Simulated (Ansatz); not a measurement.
# C: the cost of one run

Method: DFT PBE, scalar-relativistic, plane waves, PAW, in Ansatz 0.2.0.

### Step 1. Starting point

It takes space group Pmna (No. 53, orthorhombic). Conventional cell: a = 4.210 Å, b = 3.825 Å, c = 4.590 Å, α = 90.00°, β = 90.00°, γ = 90.00°. Around C (site symmetry 2) lie 3 C at 1.41 to 1.45 Å. C (site symmetry 1) has 4 C at 1.45 to 1.50 Å as nearest neighbours.

As a file:

```xyz
12
Lattice="4.2096 0.0000 0.0000 0.0000 3.8246 0.0000 0.0000 0.0000 4.5901" Properties=species:S:1:pos:R:3 pbc="T T T"
C     1.3999    0.0000    0.0000
C     0.7049    0.0000    2.2951
C     2.8096    0.0000    0.0000
C     3.5047    0.0000    2.2951
C     2.8564    2.4572    0.4861
C     3.4580    1.3673    2.7812
C     3.4580    2.4572    1.8090
C     2.8564    1.3673    4.1040
C     1.3532    1.3673    4.1040
C     0.7516    2.4572    1.8090
C     0.7516    1.3673    2.7812
C     1.3532    2.4572    0.4861
```

A structure generator made this guess: 3-, 4-connected net of one element (Pmna, No. 53). Its size is a rough estimate.

### Step 2. A first look at the guess

input.yaml

```yaml
crystal:
  lattice:
    - [4.20957149, 0.0, 0.0]
    - [0.0, 3.82455756, 0.0]
    - [0.0, 0.0, 4.59010812]
  atoms:
    - { symbol: C, position: [0.33255905, 0.0, 0.0] }
    - { symbol: C, position: [0.16744095, 0.0, 0.5] }
    - { symbol: C, position: [0.66744095, 0.0, 0.0] }
    - { symbol: C, position: [0.83255905, 0.0, 0.5] }
    - { symbol: C, position: [0.67854382, 0.64248741, 0.10590181] }
    - { symbol: C, position: [0.82145618, 0.35751259, 0.60590181] }
    - { symbol: C, position: [0.82145618, 0.64248741, 0.39409819] }
    - { symbol: C, position: [0.67854382, 0.35751259, 0.89409819] }
    - { symbol: C, position: [0.32145618, 0.35751259, 0.89409819] }
    - { symbol: C, position: [0.17854382, 0.64248741, 0.39409819] }
    - { symbol: C, position: [0.17854382, 0.35751259, 0.60590181] }
    - { symbol: C, position: [0.32145618, 0.64248741, 0.10590181] }
basis:
  ecutwfc: 420
kpoints:
  mp_grid: { grid: [4, 4, 4] }
hamiltonian:
  xc: pbe
scf:
  occupations: { method: gaussian, width: 0.1 }
  lower_state_search: "off"
output:
  forces: true
  stress: true
  eigenvalues: true
```

Launch:

```console
$ ansatz run input.yaml --threads 1 --pin off --max-ram 2560MiB --backend cpu --events-out ev --progress --plain --runs-dir out
```

Q: Estimate wall time and peak memory on 1 thread of AMD EPYC 9R45 (Zen 5), shared host.

About 1.2 s, with a peak of 0.37 GiB.
